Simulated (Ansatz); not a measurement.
Here is an Ansatz 0.2.0 calculation.

Contents of input.yaml:

```yaml
crystal:
  lattice:
    - [0.0, 2.211323, 2.211323]
    - [2.211323, 0.0, 2.211323]
    - [2.211323, 2.211323, 0.0]
  atoms:
    - { symbol: Ta, position: [0.5, 0.5, 0.5] }
    - { symbol: "N", position: [0.0, 0.0, 0.0] }
kpoints:
  mp_grid: { grid: [7, 7, 7] }
scf:
  occupations: { method: fermi_dirac, width: 0.05 }
hamiltonian:
  xc: pbe
  pseudopotentials: { kind: all_electron, lapw: { basis_error: 0.001 } }
output:
  forces: true
  stress: true
elastic:
  mode: clamped_ion
  stencil: two_point
```

Potentials or basis: all-electron LAPW, scalar-relativistic.

Command:

```bash
$ ansatz run input.yaml --threads 1 --pin off --max-ram 3072MiB --backend cpu --events-out ev --progress --plain --runs-dir out
```

(1) What does it give for the clamped-ion elastic constants C11, C12, C44?

(2) What does it give for the Voigt bulk modulus?

(3) Estimate the pressure.

## Answers

(1) 679, 144, -12 GPa.

(2) 323 GPa.

(3) -1.3 GPa.

Caveat: a metal's response needs a denser mesh; the elastic tensor has a negative eigenvalue, so either the cell is unstable as it stands or the mesh is too thin.
